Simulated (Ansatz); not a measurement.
# Chromium, bcc under LDA: convergence with the plane-wave cutoff

How high must the plane-wave cutoff be for energy and pressure to settle? The geometry was relaxed under LDA beforehand and stays fixed; 9 values are run, from 150 to 800 eV. Wanted are the values from which on the energy stays within 10 and 1 meV/atom, and the pressure within 0.5 GPa, of the last run. Within the series other settings stay, but some runs also write fields, which adds to their time. Spin polarisation is left out.

Program: Ansatz 0.2.0. Level of theory: DFT LDA, plane waves with PAW, scalar-relativistic. These are calculated values, not measurements.

## Step 1: The structure to begin with

Symmetry: Im-3m, No. 229, cubic system. Conventional cell: a = 2.788 Å, b = 2.788 Å, c = 2.788 Å, α = 90.00°, β = 90.00°, γ = 90.00°. Cr (site symmetry m-3m) has 8 Cr at 2.41 Å as nearest neighbours.

Structure file:

```
Cr
1.0
    -1.39425    1.39425    1.39425
     1.39425   -1.39425    1.39425
     1.39425    1.39425   -1.39425
Cr
1
Direct
  0.00000 0.00000 0.00000
```

## Step 2: A run at the usual settings, for scale

input.yaml

```yaml
crystal:
  lattice:
    - [-1.3942485114, 1.3942485114, 1.3942485114]
    - [1.3942485114, -1.3942485114, 1.3942485114]
    - [1.3942485114, 1.3942485114, -1.3942485114]
  atoms:
    - { symbol: Cr, position: [0.0, 0.0, 0.0] }
hamiltonian:
  xc: lda
  pseudopotentials:
    kind: paw
    azcp:
      Cr: "pseudopotentials/Cr.paw.azcp"
basis:
  ecutwfc: 420
  fft_grid_basis: typed
kpoints:
  mp_grid: { grid: [26, 26, 26], shift: [0, 0, 0] }
magnetization:
  spin_polarized: false
scf:
  occupations: { method: fermi_dirac, width: 0.1 }
  lower_state_search: "off"
output:
  stress: true
```

Run with:

```console
> ansatz run input.yaml --threads 2 --pin off --max-ram 5120MiB --backend cpu --events-out ev --progress --plain --runs-dir out
```

What it wrote, cut to the lines that bear on the results:

```text
Warning: <dir> the record states the generating functional pbe (its physics header spells it `PBE`), which answers neither for hamiltonian.xc's functional nor for the lda family's — results may be inconsistent (PPs are generated against a specific XC)
Warning: RAYON_NUM_THREADS=2 ignored (pool sized by the plan → 2); use --threads N
[...]
Pseudopotentials: kind: paw
Pseudopotential: Cr, paw, valence charge 14, recommended cutoff 420 eV (normal), <dir>
Functional definition: SPW92
[...]
Crystal: 1 atoms, lattice volume = 10.841 Å³
Basis set: ecut = 420 eV, 201 PW (Γ)
Bands: 11, of which v1, the nominal top of the filled ones, is band 7 counted from 1 (6 counted from 0)
Symmetry: 48 space group operations
Space group: Im-3m (ITA 229), of the structure as read, at distance tolerance 2.2e-5 Å
k-points: 511 of 17576
[...]
SCF iter   1: F=—  HF=-3323.078705 eV  |F-HF|=—  |Δ(HF+E_count)|=         —  Δρ=1.01e-2  dr2=3.20e-3  ethr=1.77e-3  ⟨swp⟩=3.8  Hψ=27508  notcnv=0
[...]
SCF iter   6: F=-3323.078019 eV  HF=-3323.078019 eV  |F-HF|=0.00e0  |Δ(HF+E_count)|=  7.71e-10  Δρ=1.85e-6  dr2=4.18e-11  ethr=9.16e-12  ⟨swp⟩=1.6  Hψ=15795  notcnv=0
[...]
SCF converged after 6 iterations
Free energy (F): -3323.078019 eV
[...]
E sigma→0 (E₀):  -3323.066085 eV
Entropy (-TS):   -0.023868 eV (-23.868 meV/atom)
Fermi energy:    20.563367 eV
[...]
--- Stress (GPa, compression-positive) ---
        0.083603      -0.000000       0.000000
       -0.000000       0.083603       0.000000
       -0.000000      -0.000000       0.083603
  P = ⅓ Tr σ = 0.0836 GPa (0.836 kbar)
```

Run time: 2.4 s. Hardware: 2 threads of Arm Neoverse V1, shared host; peak memory 0.34 GiB.

## Step 3: Run at 150 eV

The run at 150 eV.

Changes to input.yaml since step 2:

```diff
@@ -14,6 +14,6 @@
 basis:
-  ecutwfc: 420
+  ecutwfc: 150
   fft_grid_basis: typed
 kpoints:
-  mp_grid: { grid: [26, 26, 26], shift: [0, 0, 0] }
+  mp_grid: { grid: [16, 16, 16], shift: [0, 0, 0] }
 magnetization:
@@ -25 +25,5 @@
   stress: true
+  write_density: true
+  write_potential: true
+  elf: true
+  volumetric_format: npy
```

Run with:

```console
> ansatz run input.yaml --threads 2 --pin off --max-ram 5120MiB --backend cpu --events-out ev --progress --plain --runs-dir out
```

What it wrote, cut to the lines that bear on the results:

```text
Warning: basis.ecutwfc = 150 eV is below the records' recommended 420 eV, and the density's cutoff is lower with it unless basis.ecutrho_ratio is high enough to keep the records' density cutoff: compare with a run at a higher cutoff
Warning: <dir> the record states the generating functional pbe (its physics header spells it `PBE`), which answers neither for hamiltonian.xc's functional nor for the lda family's — results may be inconsistent (PPs are generated against a specific XC)
Warning: RAYON_NUM_THREADS=2 ignored (pool sized by the plan → 2); use --threads N
[...]
[... 3 set-up lines as earlier in the session ...]
[...]
Crystal: 1 atoms, lattice volume = 10.841 Å³
Basis set: ecut = 150 eV, 43 PW (Γ)
Bands: 11, of which v1, the nominal top of the filled ones, is band 7 counted from 1 (6 counted from 0)
[... 2 set-up lines as earlier in the session ...]
k-points: 145 of 4096
[...]
SCF iter   1: F=—  HF=-3297.734274 eV  |F-HF|=—  |Δ(HF+E_count)|=         —  Δρ=4.72e-1  dr2=1.25e1  ethr=1.77e-3  ⟨swp⟩=2.8  Hψ=6531  notcnv=0
[...]
SCF iter   6: F=-3288.896959 eV  HF=-3288.896959 eV  |F-HF|=1.26e-9  |Δ(HF+E_count)|=   5.85e-7  Δρ=6.60e-6  dr2=2.02e-9  ethr=7.14e-10  ⟨swp⟩=7.1  Hψ=8997  notcnv=0
[...]
SCF converged after 6 iterations
Free energy (F): -3288.896959 eV
[...]
E sigma→0 (E₀):  -3288.887501 eV
Entropy (-TS):   -0.018916 eV (-18.916 meV/atom)
Fermi energy:    20.348797 eV
[...]
--- Stress (GPa, compression-positive) ---
      -24.001092       0.000000       0.000000
        0.000000     -24.001092       0.000000
       -0.000000       0.000000     -24.001092
  P = ⅓ Tr σ = -24.0011 GPa (-240.011 kbar)
--- Band table (eV; the first three rows and the last of 145) ---
  k-point 0: bands = ["-57.2419", "-26.9051", "-26.9051", "-26.9051", "12.0622", "19.5944", "19.5944", "19.5944", "23.2450", "23.2450", "44.2708"]
[...]
```

Wall time 0.64 s (2 threads of Arm Neoverse V1, shared host); peak memory 0.25 GiB.

## Step 4: Run at 200 eV

The run at 200 eV.

Changes to input.yaml since step 3:

```diff
@@ -14,3 +14,3 @@
 basis:
-  ecutwfc: 150
+  ecutwfc: 200
   fft_grid_basis: typed
@@ -25,5 +25 @@
   stress: true
-  write_density: true
-  write_potential: true
-  elf: true
-  volumetric_format: npy
```

Run with:

```console
> ansatz run input.yaml --threads 2 --pin off --max-ram 5120MiB --backend cpu --events-out ev --progress --plain --runs-dir out
```

What it wrote, cut to the lines that bear on the results:

```text
Warning: basis.ecutwfc = 200 eV is below the records' recommended 420 eV, and the density's cutoff is lower with it unless basis.ecutrho_ratio is high enough to keep the records' density cutoff: compare with a run at a higher cutoff
Warning: <dir> the record states the generating functional pbe (its physics header spells it `PBE`), which answers neither for hamiltonian.xc's functional nor for the lda family's — results may be inconsistent (PPs are generated against a specific XC)
Warning: RAYON_NUM_THREADS=2 ignored (pool sized by the plan → 2); use --threads N
[...]
[... 3 set-up lines as earlier in the session ...]
[...]
Crystal: 1 atoms, lattice volume = 10.841 Å³
Basis set: ecut = 200 eV, 79 PW (Γ)
Bands: 11, of which v1, the nominal top of the filled ones, is band 7 counted from 1 (6 counted from 0)
[... 2 set-up lines as earlier in the session ...]
k-points: 145 of 4096
[...]
SCF iter   1: F=—  HF=-3316.317424 eV  |F-HF|=—  |Δ(HF+E_count)|=         —  Δρ=1.82e-1  dr2=1.80e0  ethr=1.77e-3  ⟨swp⟩=3.0  Hψ=7160  notcnv=0
[...]
SCF iter   6: F=-3314.807697 eV  HF=-3314.807697 eV  |F-HF|=1.34e-10  |Δ(HF+E_count)|=   4.18e-7  Δρ=4.28e-6  dr2=4.17e-10  ethr=7.14e-10  ⟨swp⟩=4.0  Hψ=4536  notcnv=0
[...]
SCF converged after 6 iterations
Free energy (F): -3314.807697 eV
[...]
E sigma→0 (E₀):  -3314.793144 eV
Entropy (-TS):   -0.029105 eV (-29.105 meV/atom)
Fermi energy:    20.045381 eV
[...]
--- Stress (GPa, compression-positive) ---
      -55.914272      -0.000000       0.000000
        0.000000     -55.914272       0.000000
       -0.000000       0.000000     -55.914272
  P = ⅓ Tr σ = -55.9143 GPa (-559.143 kbar)
```

Run time: 0.59 s. Hardware: 2 threads of Arm Neoverse V1, shared host; peak memory 0.25 GiB.

## Step 5: Run at 250 eV

The run at 250 eV.

Changes to input.yaml since step 4:

```diff
@@ -14,3 +14,3 @@
 basis:
-  ecutwfc: 200
+  ecutwfc: 250
   fft_grid_basis: typed
@@ -25 +25,5 @@
   stress: true
+  write_density: true
+  write_potential: true
+  elf: true
+  volumetric_format: npy
```

Run with:

```console
> ansatz run input.yaml --threads 2 --pin off --max-ram 5120MiB --backend cpu --events-out ev --progress --plain --runs-dir out
```

What it wrote, cut to the lines that bear on the results:

```text
Warning: basis.ecutwfc = 250 eV is below the records' recommended 420 eV, and the density's cutoff is lower with it unless basis.ecutrho_ratio is high enough to keep the records' density cutoff: compare with a run at a higher cutoff
Warning: <dir> the record states the generating functional pbe (its physics header spells it `PBE`), which answers neither for hamiltonian.xc's functional nor for the lda family's — results may be inconsistent (PPs are generated against a specific XC)
Warning: RAYON_NUM_THREADS=2 ignored (pool sized by the plan → 2); use --threads N
[...]
[... 3 set-up lines as earlier in the session ...]
[...]
Crystal: 1 atoms, lattice volume = 10.841 Å³
Basis set: ecut = 250 eV, 87 PW (Γ)
Bands: 11, of which v1, the nominal top of the filled ones, is band 7 counted from 1 (6 counted from 0)
[... 2 set-up lines as earlier in the session ...]
k-points: 145 of 4096
[...]
SCF iter   1: F=—  HF=-3321.473482 eV  |F-HF|=—  |Δ(HF+E_count)|=         —  Δρ=5.60e-2  dr2=1.62e-1  ethr=1.77e-3  ⟨swp⟩=3.5  Hψ=7487  notcnv=0
[...]
SCF iter   6: F=-3321.280405 eV  HF=-3321.280405 eV  |F-HF|=6.41e-11  |Δ(HF+E_count)|=   5.34e-8  Δρ=9.78e-7  dr2=2.87e-11  ethr=7.14e-10  ⟨swp⟩=6.4  Hψ=7506  notcnv=0
[...]
SCF converged after 6 iterations
Free energy (F): -3321.280405 eV
[...]
E sigma→0 (E₀):  -3321.268396 eV
Entropy (-TS):   -0.024018 eV (-24.018 meV/atom)
Fermi energy:    20.328841 eV
[...]
--- Stress (GPa, compression-positive) ---
        0.294027      -0.000000      -0.000000
       -0.000000       0.294027       0.000000
        0.000000       0.000000       0.294027
  P = ⅓ Tr σ = 0.2940 GPa (2.940 kbar)
--- Band table (eV; the first three rows and the last of 145) ---
  k-point 0: bands = ["-51.6643", "-22.4712", "-22.4712", "-22.4712", "12.4145", "19.5526", "19.5526", "19.5526", "21.5715", "21.5715", "43.3944"]
[...]
```

Run time: 0.81 s. Hardware: 2 threads of Arm Neoverse V1, shared host; peak memory 0.26 GiB.

## Step 6: Run at 300 eV

The run at 300 eV.

Changes to input.yaml since step 5:

```diff
@@ -14,3 +14,3 @@
 basis:
-  ecutwfc: 250
+  ecutwfc: 300
   fft_grid_basis: typed
```

Run with:

```console
> ansatz run input.yaml --threads 2 --pin off --max-ram 5120MiB --backend cpu --events-out ev --progress --plain --runs-dir out
```

What it wrote, cut to the lines that bear on the results:

```text
Warning: basis.ecutwfc = 300 eV is below the records' recommended 420 eV, and the density's cutoff is lower with it unless basis.ecutrho_ratio is high enough to keep the records' density cutoff: compare with a run at a higher cutoff
Warning: <dir> the record states the generating functional pbe (its physics header spells it `PBE`), which answers neither for hamiltonian.xc's functional nor for the lda family's — results may be inconsistent (PPs are generated against a specific XC)
Warning: RAYON_NUM_THREADS=2 ignored (pool sized by the plan → 2); use --threads N
[...]
[... 3 set-up lines as earlier in the session ...]
[...]
Crystal: 1 atoms, lattice volume = 10.841 Å³
Basis set: ecut = 300 eV, 135 PW (Γ)
Bands: 11, of which v1, the nominal top of the filled ones, is band 7 counted from 1 (6 counted from 0)
[... 2 set-up lines as earlier in the session ...]
k-points: 145 of 4096
[...]
SCF iter   1: F=—  HF=-3322.826203 eV  |F-HF|=—  |Δ(HF+E_count)|=         —  Δρ=1.63e-2  dr2=1.09e-2  ethr=1.77e-3  ⟨swp⟩=3.9  Hψ=7711  notcnv=0
[...]
SCF iter   6: F=-3322.810057 eV  HF=-3322.810057 eV  |F-HF|=1.64e-9  |Δ(HF+E_count)|=   3.61e-7  Δρ=3.38e-6  dr2=3.17e-10  ethr=5.55e-10  ⟨swp⟩=7.0  Hψ=9375  notcnv=0
[...]
SCF converged after 6 iterations
Free energy (F): -3322.810057 eV
[...]
E sigma→0 (E₀):  -3322.799200 eV
Entropy (-TS):   -0.021714 eV (-21.714 meV/atom)
Fermi energy:    20.491062 eV
[...]
--- Stress (GPa, compression-positive) ---
        1.323667      -0.000000       0.000000
        0.000000       1.323667       0.000000
        0.000000       0.000000       1.323667
  P = ⅓ Tr σ = 1.3237 GPa (13.237 kbar)
--- Band table (eV; the first three rows and the last of 145) ---
  k-point 0: bands = ["-50.9186", "-21.8751", "-21.8751", "-21.8751", "12.4807", "19.4444", "19.4444", "19.4444", "21.7044", "21.7044", "43.3956"]
[...]
```

Wall time 0.87 s (2 threads of Arm Neoverse V1, shared host); peak memory 0.26 GiB.

[end of part 1 of 2]
